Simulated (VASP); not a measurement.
# AgCl (Chlorargyrite) (Fm-3m) in VASP: a series of runs, part 2 of 2

VASP 6.6.1. The steps go on from the part before.

## (3) Single point, HSE06

The input, POSCAR:

```
AgCl
1.0
    0.0000000000      2.7731725637      2.7731725637
    2.7731725637      0.0000000000      2.7731725637
    2.7731725637      2.7731725637      0.0000000000
Ag Cl
1 1
Direct
    0.0000000000      0.0000000000      0.0000000000
    0.5000000000      0.5000000000      0.5000000000
```

The input, INCAR.step1:

```
SYSTEM = AgCl
ALGO = Normal ; EDIFF = 1E-5
ENCUT = 520 ; GGA = PE
ISIF = 2 ; ISMEAR = 0
LASPH = .TRUE. ; LCHARG = .FALSE.
LREAL = .FALSE. ; LWAVE = .TRUE.
NBANDS = 16 ; NELM = 100
PREC = Accurate ; SIGMA = 0.01
```

The input, INCAR.step2:

```
SYSTEM = AgCl
ALGO = Normal ; EDIFF = 1E-7
ENCUT = 520 ; GGA = PE
HFSCREEN = 0.2079 ; ISIF = 2
ISMEAR = 0 ; ISTART = 1
LASPH = .TRUE. ; LCHARG = .FALSE.
LHFCALC = .TRUE. ; LREAL = .FALSE.
LWAVE = .FALSE. ; NBANDS = 16
NELM = 100 ; PREC = Accurate
PRECFOCK = Normal ; SIGMA = 0.01
```

The input, KPOINTS:

```
k-points
0
G
  4 4 4
  0 0 0
```

Potentials or basis: VASP PAW PBE potentials, release 64 (Ag, Cl).

Run with:

```
$ cat potpaw_PBE.64/Ag/POTCAR potpaw_PBE.64/Cl/POTCAR > POTCAR
$ cp INCAR.step1 INCAR
$ mpirun -np 1 vasp_std > vasp.out
$ cp INCAR.step2 INCAR
$ mpirun -np 1 vasp_std > vasp.out
```

OUTCAR:

```text
SYSTEM = AgCl
   EDIFF = 1E-7
   ENCUT = 520
   GGA = PE
   HFSCREEN = 0.2079
   ISIF = 2
   ISMEAR = 0
   ISTART = 1
   LASPH = .TRUE.
   LHFCALC = .TRUE.
   LREAL = .FALSE.
   NELM = 100
   PREC = Accurate
   PRECFOCK = Normal

 ion  position               nearest neighbor table
   1  0.000  0.000  0.000-   2 2.77   2 2.77   2 2.77   2 2.77   2 2.77   2 2.77
   2  0.500  0.500  0.500-   1 2.77   1 2.77   1 2.77   1 2.77   1 2.77   1 2.77

  LATTYP: Found a face centered cubic cell.
[... 334 lines left out ...]

  FORCE on cell =-STRESS in cart. coord.  units (eV):
  Direction    XX          YY          ZZ          XY          YZ          ZX
  --------------------------------------------------------------------------------------
  -------------------------------------------------------------------------------------
  Total        0.3595658      0.3595658      0.3595658     -0.0000000      0.0000000     -0.0000000
  in kB       13.5060478     13.5060478     13.5060478     -0.0000000      0.0000000     -0.0000000
  external PRESSURE =      13.5060478 kB  Pullay stress =       0.0000000 kB

 VOLUME and BASIS-vectors are now :
 -----------------------------------------------------------------------------
  energy-cutoff  :      520.00
  volume of cell :       42.65
      direct lattice vectors                 reciprocal lattice vectors
     0.000000000  2.773172564  2.773172564    -0.180298913  0.180298913  0.180298913
     2.773172564  0.000000000  2.773172564     0.180298913 -0.180298913  0.180298913
     2.773172564  2.773172564  0.000000000     0.180298913  0.180298913 -0.180298913

 POSITION                                       TOTAL-FORCE (eV/Angst)
 -----------------------------------------------------------------------------------
      0.00000      0.00000      0.00000         0.000000     -0.000000      0.000000
      2.77317      2.77317      2.77317        -0.000000      0.000000     -0.000000
 -----------------------------------------------------------------------------------
    total drift:                                0.000000     -0.000000     -0.000000

  FREE ENERGIE OF THE ION-ELECTRON SYSTEM (eV)
  ---------------------------------------------------
  free  energy   TOTEN  =        -6.6302464861 eV

  energy  without entropy=       -6.6302464861  energy(sigma->0) =       -6.63024649
```

OSZICAR.step1:

```text
N       E                     dE             d eps       ncg     rms          rms(c)
DAV:   1     0.986871195154E+02    0.98687E+02   -0.84610E+03   256   0.100E+03
DAV:   2    -0.195536764331E+01   -0.10064E+03   -0.92727E+02   320   0.224E+02
DAV:   3    -0.554495218445E+01   -0.35896E+01   -0.35780E+01   304   0.448E+01
DAV:   4    -0.556821028278E+01   -0.23258E-01   -0.23256E-01   344   0.396E+00
DAV:   5    -0.556850895689E+01   -0.29867E-03   -0.29867E-03   296   0.431E-01    0.608E+00
DAV:   6    -0.538696416394E+01    0.18154E+00   -0.25290E-01   312   0.632E+00    0.398E+00
DAV:   7    -0.538256626530E+01    0.43979E-02   -0.95655E-02   288   0.204E+00    0.195E+00
DAV:   8    -0.538191536422E+01    0.65090E-03   -0.48076E-03   312   0.706E-01    0.316E-01
DAV:   9    -0.538199202916E+01   -0.76665E-04   -0.53281E-04   344   0.284E-01    0.372E-02
DAV:  10    -0.538205909804E+01   -0.67069E-04   -0.95720E-05   296   0.880E-02    0.293E-02
DAV:  11    -0.538206356574E+01   -0.44677E-05   -0.55884E-06   224   0.173E-02
   1 F= -.53820636E+01 E0= -.53820636E+01  d E =-.667938E-22
```

Wall time 9.9 min (1 thread of Oxide Virtual Turin-like, shared host); peak memory 0.24 GiB.

What came out:

- Free energy: -6.6302 eV
- Pressure: 1.4 GPa
- Band gap on the k mesh: 2.40 eV, indirect (least direct gap 4.63 eV)

Caveat: the k points lie up to 0.49 Å⁻¹ apart; the PAW data sets were made with another functional, which shifts forces and pressure a little. A k mesh can miss the band edges.

## (4) Single point, HSE06

POSCAR is that of step 3.

The input, INCAR.step1:

```
ALGO = Normal ; EDIFF = 1E-5
ENCUT = 520 ; GGA = PE
ISIF = 2 ; ISMEAR = 0
LASPH = T ; LCHARG = F
LREAL = F ; LWAVE = T
NBANDS = 16 ; NELM = 100
PREC = Accurate ; SIGMA = 0.01
```

The input, INCAR.step2:

```
ALGO = Normal ; EDIFF = 1E-7
ENCUT = 520 ; GGA = PE
HFSCREEN = 0.2079 ; ISIF = 2
ISMEAR = 0 ; ISTART = 1
LASPH = T ; LCHARG = F
LHFCALC = T ; LREAL = F
LWAVE = F ; NBANDS = 16
NELM = 100 ; PREC = Accurate
PRECFOCK = Normal ; SIGMA = 0.01
```

The input, KPOINTS:

```
k-points
0
Gamma
  4 4 4
```

Potentials or basis: VASP PAW PBE potentials, release 64 (Ag, Cl).

Run with:

```
$ cat potpaw_PBE.64/Ag/POTCAR potpaw_PBE.64/Cl/POTCAR > POTCAR
$ cp INCAR.step1 INCAR
$ mpirun -np 1 vasp_std > vasp.out
$ cp INCAR.step2 INCAR
$ mpirun -np 1 vasp_std > vasp.out
```

OUTCAR:

```text
EDIFF = 1E-7
   ENCUT = 520
   GGA = PE
   HFSCREEN = 0.2079
   ISIF = 2
   ISMEAR = 0
   ISTART = 1
   LASPH = T
   LHFCALC = T
   LREAL = F
   NELM = 100
   PREC = Accurate
   PRECFOCK = Normal

 ion  position               nearest neighbor table
   1  0.000  0.000  0.000-   2 2.77   2 2.77   2 2.77   2 2.77   2 2.77   2 2.77
   2  0.500  0.500  0.500-   1 2.77   1 2.77   1 2.77   1 2.77   1 2.77   1 2.77

  LATTYP: Found a face centered cubic cell.
 ALAT       =     5.5463451274

  Lattice vectors:

 A1 = (   0.0000000000,   2.7731725637,   2.7731725637)
 A2 = (   2.7731725637,   0.0000000000,   2.7731725637)
 A3 = (   2.7731725637,   2.7731725637,   0.0000000000)

Analysis of symmetry for initial positions (statically):
=====================================================================
 Subroutine PRICEL returns:
 Original cell was already a primitive cell.

 Routine SETGRP: Setting up the symmetry group for a
 face centered cubic supercell.

 Subroutine GETGRP returns: Found 48 space group operations
 (whereof 48 operations were pure point group operations)
 out of a pool of 48 trial point group operations.

The static configuration has the point symmetry O_h .

Analysis of symmetry for dynamics (positions and initial velocities):
=====================================================================
 Subroutine PRICEL returns:
 Original cell was already a primitive cell.

 Routine SETGRP: Setting up the symmetry group for a
 face centered cubic supercell.

 Subroutine GETGRP returns: Found 48 space group operations
 (whereof 48 operations were pure point group operations)
 out of a pool of 48 trial point group operations.

The dynamic configuration has the point symmetry O_h .

[... 104 lines left out ...]
  Thomas-Fermi vector in A             =   2.362889
   LORBIT       =      0    0 simple, 1 ext, 2 COOP (PROOUT), +10 PAW based schemes
   GGA     = PE    functional components
   LHFCALC =     T    Hartree Fock is set to
   PRECFOCK=normal    Normal, Fast or Accurate (Low or Medium for compatibility)
   ENCUT4O =  -1.0   cutoff for four orbital integrals eV
   NKREDX  =     1    reduce k-point grid by
   NKREDY  =     1    reduce k-point grid by
   NKREDZ  =     1    reduce k-point grid by
   AEXX    =    0.2500 exact exchange contribution
   HFSCREEN=    0.2079 screening length (either q_TF or 0.3 A-1)
   HFSCREENC=   0.2079 screening length for correlation (either q_TF or 0.3 A-1)
   ENCUTFOCK=  -1.0 apply spherical cutoff to Coloumb kernel
   IVDW    =     0    specifies the selected vdW correction
   LEPSILON=     F    determine dielectric tensor
   LRPA    =     F    only Hartree local field effects (RPA)
 non-spin polarized calculation
 Gauss-broadening in eV      SIGMA  =   0.01
  energy-cutoff  :      520.00
  volume of cell :       42.65
 maximum number of plane-waves:      1174
 NGX is ok and might be reduce to    30
  NGX = 24; NGY = 24; NGZ = 24

 number of electron      18.0000005 magnetization

 Free energy of the ion-electron system (eV)
  ---------------------------------------------------
  ext. energy  EPLUGINS =         0.00000000
  ---------------------------------------------------
  free energy    TOTEN  =        -6.63024649 eV

  energy without entropy =       -6.63024649  energy(sigma->0) =       -6.63024649

 E-fermi :   2.8824     XC(G=0):  -8.2077

 val. band max:        2.7928715800   @ k =   0.5000   0.0000   0.0000
 cond. band min:       5.1902470083   @ k =   0.0000   0.0000   0.0000
 fundamental gap:      2.3973754284
 Fermi energy:         2.8824194954

 k-point     1 :       0.0000    0.0000    0.0000
  band No.  band energies     occupation
      1     -13.4812      2.00000
      2      -0.0539      2.00000
      3      -0.0539      2.00000
      4      -0.0539      2.00000
      5      -0.0525      2.00000
      6      -0.0525      2.00000
[... 129 lines left out ...]
      3      -1.3120      2.00000
      4      -1.3120      2.00000
      5       0.4090      2.00000
      6       0.4315      2.00000
[... 8 lines left out ...]
     15      18.1748      0.00000
     16      19.8245      0.00000

------------------------ aborting loop because EDIFF is reached ----------------------------------------

  FORCE on cell =-STRESS in cart. coord.  units (eV):
  Direction    XX          YY          ZZ          XY          YZ          ZX
  --------------------------------------------------------------------------------------
  -------------------------------------------------------------------------------------
  Total        0.3595658      0.3595658      0.3595658     -0.0000000      0.0000000     -0.0000000
  in kB       13.5060478     13.5060478     13.5060478     -0.0000000      0.0000000     -0.0000000
  external PRESSURE =      13.5060478 kB  Pullay stress =       0.0000000 kB

 VOLUME and BASIS-vectors are now :
 -----------------------------------------------------------------------------
  energy-cutoff  :      520.00
  volume of cell :       42.65
      direct lattice vectors                 reciprocal lattice vectors
     0.000000000  2.773172564  2.773172564    -0.180298913  0.180298913  0.180298913
     2.773172564  0.000000000  2.773172564     0.180298913 -0.180298913  0.180298913
     2.773172564  2.773172564  0.000000000     0.180298913  0.180298913 -0.180298913

 POSITION                                       TOTAL-FORCE (eV/Angst)
 -----------------------------------------------------------------------------------
      0.00000      0.00000      0.00000         0.000000     -0.000000      0.000000
      2.77317      2.77317      2.77317        -0.000000      0.000000     -0.000000
 -----------------------------------------------------------------------------------
    total drift:                                0.000000     -0.000000     -0.000000

  FREE ENERGIE OF THE ION-ELECTRON SYSTEM (eV)
  ---------------------------------------------------
  free  energy   TOTEN  =        -6.6302464861 eV

  energy  without entropy=       -6.6302464861  energy(sigma->0) =       -6.63024649
```

OUTCAR.step1:

```text
EDIFF = 1E-5
   ENCUT = 520
   GGA = PE
   ISIF = 2
   ISMEAR = 0
[... 355 lines left out ...]
 -----------------------------------------------------------------------------------
      0.00000      0.00000      0.00000        -0.000000     -0.000000      0.000000
      2.77317      2.77317      2.77317         0.000000      0.000000     -0.000000
 -----------------------------------------------------------------------------------
    total drift:                               -0.000000      0.000000      0.000000

  FREE ENERGIE OF THE ION-ELECTRON SYSTEM (eV)
  ---------------------------------------------------
  free  energy   TOTEN  =        -5.3820635657 eV

  energy  without entropy=       -5.3820635657  energy(sigma->0) =       -5.38206357
```

It took 9.4 min on 1 thread of Oxide Virtual Turin-like, shared host; peak memory 0.24 GiB.

Results:

```
Free energy            : -6.6302 eV
Pressure               : 1.4 GPa
Band gap on the k mesh : 2.40 eV, indirect (least direct gap 4.63 eV)
```

Caveat: the k points lie up to 0.49 Å⁻¹ apart; the PAW data sets were made with another functional, which shifts forces and pressure a little. A k mesh can miss the band edges.

## (5) Single point, PBE-based screened hybrid

POSCAR is that of step 4.

The input, INCAR.step1:

```
SYSTEM = AgCl
PREC = Accurate ; ENCUT = 520
EDIFF = 1E-5 ; ISMEAR = 0
SIGMA = 0.01 ; LREAL = .False.
LASPH = .True. ; NELM = 80
ALGO = Normal ; ISIF = 2
LWAVE = .True. ; LCHARG = .False.
NBANDS = 16 ; GGA = PE
```

The input, INCAR.step2:

```
SYSTEM = AgCl
PREC = Accurate ; ENCUT = 520
EDIFF = 1E-6 ; ISMEAR = 0
SIGMA = 0.01 ; LREAL = .False.
LASPH = .True. ; NELM = 80
ALGO = Normal ; ISIF = 2
LWAVE = .False. ; LCHARG = .False.
GGA = PE ; LHFCALC = .True.
AEXX = 0.15 ; HFSCREEN = 0.3
PRECFOCK = Normal ; NBANDS = 16
ISTART = 1
```

The input, KPOINTS:

```
Automatic mesh
0
Gamma
  4 4 4
  0 0 0
```

Potentials or basis: VASP PAW PBE potentials, release 64 (Ag, Cl).

Run with:

```
$ cat potpaw_PBE.64/Ag/POTCAR potpaw_PBE.64/Cl/POTCAR > POTCAR
$ cp INCAR.step1 INCAR
$ mpirun -np 1 vasp_std > vasp.out
$ cp INCAR.step2 INCAR
$ mpirun -np 1 vasp_std > vasp.out
```

OUTCAR:

```text
SYSTEM = AgCl
   PREC = Accurate
   ENCUT = 520
   EDIFF = 1E-6
   ISMEAR = 0
   LREAL = .False.
   LASPH = .True.
   NELM = 80
   ISIF = 2
   GGA = PE
   LHFCALC = .True.
   AEXX = 0.15
   HFSCREEN = 0.3
   PRECFOCK = Normal
   ISTART = 1

 ion  position               nearest neighbor table
   1  0.000  0.000  0.000-   2 2.77   2 2.77   2 2.77   2 2.77   2 2.77   2 2.77
   2  0.500  0.500  0.500-   1 2.77   1 2.77   1 2.77   1 2.77   1 2.77   1 2.77

  LATTYP: Found a face centered cubic cell.
 ALAT       =     5.5463451274

  Lattice vectors:

 A1 = (   0.0000000000,   2.7731725637,   2.7731725637)
 A2 = (   2.7731725637,   0.0000000000,   2.7731725637)
 A3 = (   2.7731725637,   2.7731725637,   0.0000000000)

Analysis of symmetry for initial positions (statically):
=====================================================================
 Subroutine PRICEL returns:
 Original cell was already a primitive cell.

 Routine SETGRP: Setting up the symmetry group for a
 face centered cubic supercell.

 Subroutine GETGRP returns: Found 48 space group operations
 (whereof 48 operations were pure point group operations)
[... 154 lines left out ...]
  energy without entropy =       -5.99416863  energy(sigma->0) =       -5.99416863

 E-fermi :   3.3957     XC(G=0):  -8.9950

 val. band max:        3.2906698883   @ k =   0.5000   0.0000   0.0000
 cond. band min:       4.9456244418   @ k =   0.0000   0.0000   0.0000
 fundamental gap:      1.6549545535
 Fermi energy:         3.3957241708

 k-point     1 :       0.0000    0.0000    0.0000
  band No.  band energies     occupation
      1     -12.4991      2.00000
      2       0.6255      2.00000
      3       0.6255      2.00000
      4       0.6255      2.00000
      5       0.6441      2.00000
      6       0.6441      2.00000
[... 129 lines left out ...]
      3      -0.7433      2.00000
      4      -0.7433      2.00000
      5       1.0974      2.00000
      6       1.1091      2.00000
[... 8 lines left out ...]
     15      17.7613      0.00000
     16      19.3897      0.00000

------------------------ aborting loop because EDIFF is reached ----------------------------------------

  FORCE on cell =-STRESS in cart. coord.  units (eV):
  Direction    XX          YY          ZZ          XY          YZ          ZX
  --------------------------------------------------------------------------------------
  -------------------------------------------------------------------------------------
  Total        0.3940818      0.3940818      0.3940818     -0.0000000     -0.0000000      0.0000000
  in kB       14.8025428     14.8025428     14.8025428     -0.0000000     -0.0000000      0.0000000
  external PRESSURE =      14.8025428 kB  Pullay stress =       0.0000000 kB

 VOLUME and BASIS-vectors are now :
 -----------------------------------------------------------------------------
  energy-cutoff  :      520.00
  volume of cell :       42.65
      direct lattice vectors                 reciprocal lattice vectors
     0.000000000  2.773172564  2.773172564    -0.180298913  0.180298913  0.180298913
     2.773172564  0.000000000  2.773172564     0.180298913 -0.180298913  0.180298913
     2.773172564  2.773172564  0.000000000     0.180298913  0.180298913 -0.180298913

 POSITION                                       TOTAL-FORCE (eV/Angst)
 -----------------------------------------------------------------------------------
      0.00000      0.00000      0.00000         0.000000      0.000000      0.000000
      2.77317      2.77317      2.77317        -0.000000     -0.000000      0.000000
 -----------------------------------------------------------------------------------
    total drift:                                0.000001      0.000001      0.000001

  FREE ENERGIE OF THE ION-ELECTRON SYSTEM (eV)
  ---------------------------------------------------
  free  energy   TOTEN  =        -5.9941686310 eV

  energy  without entropy=       -5.9941686310  energy(sigma->0) =       -5.99416863
```

OUTCAR.step1:

```text
SYSTEM = AgCl
   PREC = Accurate
   ENCUT = 520
   EDIFF = 1E-5
   ISMEAR = 0
   LREAL = .False.
   LASPH = .True.
[... 355 lines left out ...]
      0.00000      0.00000      0.00000        -0.000000     -0.000000      0.000000
      2.77317      2.77317      2.77317         0.000000      0.000000     -0.000000
 -----------------------------------------------------------------------------------
    total drift:                               -0.000000      0.000000      0.000000

  FREE ENERGIE OF THE ION-ELECTRON SYSTEM (eV)
  ---------------------------------------------------
  free  energy   TOTEN  =        -5.3820635657 eV

  energy  without entropy=       -5.3820635657  energy(sigma->0) =       -5.38206357
```

OSZICAR.step1:

```text
N       E                     dE             d eps       ncg     rms          rms(c)
DAV:   1     0.986871195154E+02    0.98687E+02   -0.84610E+03   256   0.100E+03
DAV:   2    -0.195536764331E+01   -0.10064E+03   -0.92727E+02   320   0.224E+02
DAV:   3    -0.554495218445E+01   -0.35896E+01   -0.35780E+01   304   0.448E+01
DAV:   4    -0.556821028278E+01   -0.23258E-01   -0.23256E-01   344   0.396E+00
DAV:   5    -0.556850895689E+01   -0.29867E-03   -0.29867E-03   296   0.431E-01    0.608E+00
DAV:   6    -0.538696416394E+01    0.18154E+00   -0.25290E-01   312   0.632E+00    0.398E+00
DAV:   7    -0.538256626530E+01    0.43979E-02   -0.95655E-02   288   0.204E+00    0.195E+00
DAV:   8    -0.538191536422E+01    0.65090E-03   -0.48076E-03   312   0.706E-01    0.316E-01
DAV:   9    -0.538199202916E+01   -0.76665E-04   -0.53281E-04   344   0.284E-01    0.372E-02
DAV:  10    -0.538205909804E+01   -0.67069E-04   -0.95720E-05   296   0.880E-02    0.293E-02
DAV:  11    -0.538206356574E+01   -0.44677E-05   -0.55884E-06   224   0.173E-02
   1 F= -.53820636E+01 E0= -.53820636E+01  d E =-.667938E-22
```

It took 9 min on 1 thread of Oxide Virtual Turin-like, shared host; peak memory 0.24 GiB.

Results:

| Property | Result |
| --- | --- |
| Free energy | -5.9942 eV |
| Pressure | 1.5 GPa |
| Band gap on the k mesh | 1.65 eV, indirect (least direct gap 3.92 eV) |

Caveat: the k points lie up to 0.49 Å⁻¹ apart; the PAW data sets were made with another functional, which shifts forces and pressure a little. A k mesh can miss the band edges.

## (6) Overview

```tsv
level	k mesh	grid for exact exchange (PRECFOCK)	screening parameter	share of exact exchange	gap on the mesh (eV)	pressure (GPa)
PBEsol	6 × 6 × 6	-	-	-	0.73	-2.7
HSE06	4 × 4 × 4	Normal	0.2079 1/Å	-	2.40	1.4
PBE-based screened hybrid	4 × 4 × 4	Normal	0.3 1/Å	0.15	1.65	1.5
```

Alike in all rows: task single point; potentials or basis VASP PAW PBE potentials, release 64 (Ag, Cl); no spin polarisation; cell as given; cutoff (eV) 520; smearing gaussian 0.01 eV.

Caveats: some runs use coarse meshes; the PAW data sets were made with another functional, which shifts forces and pressure a little.

Total energies depend on the potentials used, so only differences within one code and one set of settings carry meaning.

## (7) Comparison with measurements

Step 2. Measured gap of AgCl: 3.249 eV (indirect; a printed reference work, data compilation). This calculation gives 0.73 eV (-2.52 eV). So large a miss can be the level of theory's own, or it may mean another phase, state or a wrong row. Spin-orbit coupling on Ag is left out. The value is that of PBEsol on a finite k mesh, which can miss the band edges, without temperature or zero-point motion. Semilocal functionals fall short of measured gaps as a rule.
